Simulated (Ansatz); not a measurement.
**Comparing deformations in Si**

Computed with DFT LDA, scalar-relativistic, plane waves, PAW (Ansatz). Settings: plane waves to 420 eV, k-mesh 14×14×14 (Γ-centred), Gaussian smearing 0.15 eV. No spin polarisation. Energies are free energies at this smearing, counted from the undisturbed cell; pressure is positive in compression.

Zero of the scan (relaxed at this level; this form isn't the usual structure):

```
CELL_PARAMETERS angstrom
0.00000 2.64735 4.58859
2.43201 0.00000 4.58859
2.43201 2.64735 0.00000
ATOMIC_POSITIONS crystal
Si 0.72972 0.27028 0.72972
Si 0.27028 0.72972 0.27028
Si 0.77443 0.77443 0.22557
Si 0.22557 0.22557 0.77443
```

The cell is strained by ε times a Voigt pattern (xx, yy, zz, yz, xz, xy; engineering shear) with fractional coordinates fixed. τ = (1/V0) dE/dε comes from the stress tensor. Of each scan, only the three points used here are listed.

```csv
pattern,ε,τ (GPa)
"(0, 0, 0, 0, 0, 1)",-0.0250,-2.12
"(0, 0, 0, 0, 0, 1)",0.0000,0.00
"(0, 0, 0, 0, 0, 1)",0.0125,1.09
"(0, 0, 0, 0, 1, 0)",-0.0250,-1.89
"(0, 0, 0, 0, 1, 0)",0.0000,0.00
"(0, 0, 0, 0, 1, 0)",0.0250,1.89
```

Task: Which constants do the scans give, and which deformation costs least for the same size of strain tensor?

Result: The slope dτ/dε at zero (parabola through three points) is pᵀCp: (0, 0, 0, 0, 0, 1) gives C66 = 87 GPa; (0, 0, 0, 0, 1, 0) gives C55 = 75 GPa. The size of the strain tensor, ε:ε, is ε² times 0.5, 0.5. Per unit of it the stiffnesses are 173, 151 GPa, so (0, 0, 0, 0, 1, 0) is the softest of these: at ε:ε = (1 %)² the quadratic term costs 0.70 meV/atom against 0.80 for the stiffest. These are clamped-ion values.

Forces appear on the atoms along this scan, and letting them relax would lower the energy and soften the response. In a metal these slopes depend on the k mesh and the smearing.

Cost: 14 runs of about 10 core-minutes in all, on Intel Xeon Platinum 8259CL (Skylake/Cascade Lake) (shared hosts).